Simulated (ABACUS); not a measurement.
## C under changes of volume

One of the cells (5.672 Å³/atom); the others are scaled copies at fixed shape and fractional positions:

```
C
1.0
     0.00000    1.78337    1.78337
     1.78337    0.00000    1.78337
     1.78337    1.78337    0.00000
C
2
Direct
  0.75000 0.75000 0.75000
  0.50000 0.50000 0.50000
```

This isn't the form of C at room conditions, which is graphite.

| Quantity | Value |
| --- | --- |
| Program | ABACUS 3.10.1 |
| Functional | PBE |
| Potentials or basis | PseudoDojo NC SR 0.4.1 PBE standard |
| Cutoff | 1116 eV |
| Density cutoff | 4463 eV |
| Basis | plane waves |
| k mesh | 13 × 13 × 13 |
| Occupations | fermi-dirac, width 0.05 eV |
| Spin | no spin polarisation |

```csv
volume (Å³/atom),energy over the lowest point (meV/atom),pressure (GPa),gap on the mesh (eV)
5.332,?,?,?
5.445,16.19,21.2,4.29
5.558,4.66,11.1,4.25
5.672,0.00,1.8,4.20
5.785,1.57,-6.6,4.15
5.899,8.82,-14.2,4.11
6.012,21.25,-21.2,4.07
```

Task: What does the run at 5.332 Å³/atom give?

Result: Energy over the lowest point 35.22 meV/atom; pressure 32.3 GPa; gap on the mesh 4.34 eV.

Worked out: A Birch-Murnaghan fit of order 3 (a polynomial in V^(-2/3)) to the other rows has its minimum at 5.70 Å³/atom with B0 = V·E''(V) = 433 GPa and B' = 3.7. It gives 35.17 meV/atom at 5.332 Å³/atom, against the run's 35.22, and -dE/dV = 32.6 GPa, against 32.3. A straight line through the other rows of the gap, of slope -2.26 eV per unit of ln V, extrapolates to 4.34 eV, against the run's 4.34.

Energies are extrapolated to zero smearing.

Caveats: an odd mesh through Γ misses points on the zone boundary, where band edges often lie.
